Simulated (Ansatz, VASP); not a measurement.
# One calculation of Sn, two programs

INCAR

```
SYSTEM = Sn
PREC = Accurate
ENCUT = 600
EDIFF = 1E-6
ISMEAR = -1
SIGMA = 0.05
LREAL = .FALSE.
LASPH = .TRUE.
NELM = 100
ALGO = Normal
ISIF = 3
LWAVE = .FALSE.
LCHARG = .FALSE.
GGA = RP
IVDW = 13
IBRION = 2
NSW = 60
EDIFFG = -0.01
```

KPOINTS

```
regular mesh
0
G
  10 10 10
  0 0 0
```

The input POSCAR:

```
Sn
1.0
   -1.8946518192      1.8946518192      1.8946518192
    1.8946518192     -1.8946518192      1.8946518192
    1.8946518192      1.8946518192     -1.8946518192
Sn
1
Direct
    0.0000000000      0.0000000000      0.0000000000
```

input.yaml

```yaml
crystal:
  lattice:
    - [-1.8946518192, 1.8946518192, 1.8946518192]
    - [1.8946518192, -1.8946518192, 1.8946518192]
    - [1.8946518192, 1.8946518192, -1.8946518192]
  atoms:
    - { symbol: Sn, position: [0.0, 0.0, 0.0] }
hamiltonian:
  xc: rpbe
  pseudopotentials: { kind: paw }
  dispersion: d4
kpoints:
  mp_grid: { grid: [10, 10, 10] }
scf:
  occupations: { method: fermi_dirac, width: 0.05 }
output:
  forces: true
  stress: true
  eigenvalues: true
relax:
  f_tol: 0.01
  max_steps: 40
  cell: { stress_tol: 0.05 }
```

This isn't the form of Sn at room conditions, which is tetragonal (white tin).

Alike in both runs: task relaxation of cell and atoms; functional RPBE; dispersion D4; k mesh 10 × 10 × 10; occupations fermi-dirac, width 0.05 eV; no spin polarisation.

```csv
,VASP,Ansatz
version,VASP 6.6.1,Ansatz 0.2.0
potentials or method,"VASP PAW PBE potentials, release 64 (Sn_d)",Ansatz PAW
plane-wave cutoff (eV),600,420
valence electrons in the cell,14,14
```

```tsv
	VASP	Ansatz	Ansatz less VASP
gap on the k mesh at the Fermi level, each at its own relaxed structure (eV)	none	none	-
relaxed volume (Å³/atom)	26.04	26.03	-0.009
relaxed cell length with the largest relative difference (Å)	3.234	3.234	-0.0004
energy change over the relaxation (meV/atom)	-8	-8	0.0
```

A gap of «none» marks a metal or a gap that the smearing closes.

Caveats: pairwise dispersion overbinds metals, which lowers pressure and volume; the PAW data sets were made with another functional, which shifts forces and pressure a little (VASP); the plane-wave basis is chosen anew once the cell has moved, so the energies of steps on either side of that aren't comparable (Ansatz); the PAW data sets come from PBE, with cores solved anew for the run's functional, which leaves a small shift of forces and pressure (Ansatz).
